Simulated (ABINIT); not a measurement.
The system is GaP.

```
CELL_PARAMETERS angstrom
0.00000 2.72525 2.72525
2.72525 0.00000 2.72525
2.72525 2.72525 0.00000
ATOMIC_POSITIONS crystal
Ga 0.00000 0.00000 0.00000
P 0.75000 0.75000 0.75000
```

Base run:

```yaml
Program: ABINIT 10.8.3 (patched build)
Functional: BP86
Potentials_or_basis: PseudoDojo NC SR PBE v0.4.1 standard
Cutoff: 1088 eV
k_mesh: 8 × 8 × 8
Occupations: fermi-dirac, width 0.05 eV
Spin: no spin polarisation
```

Its results: band gap on the k mesh 1.65 eV, indirect (least direct gap 1.77 eV); pressure 3.2 GPa.

Problem. The run is repeated on the same cell with these changes: functional from BP86 to BLYP. What comes out?

Solution. Band gap on the k mesh 1.66 eV, indirect (least direct gap 1.71 eV); pressure 6.1 GPa.

Caveats: the potentials were made for another functional, which shifts forces and pressure.

Not every run made on this cell is shown here.
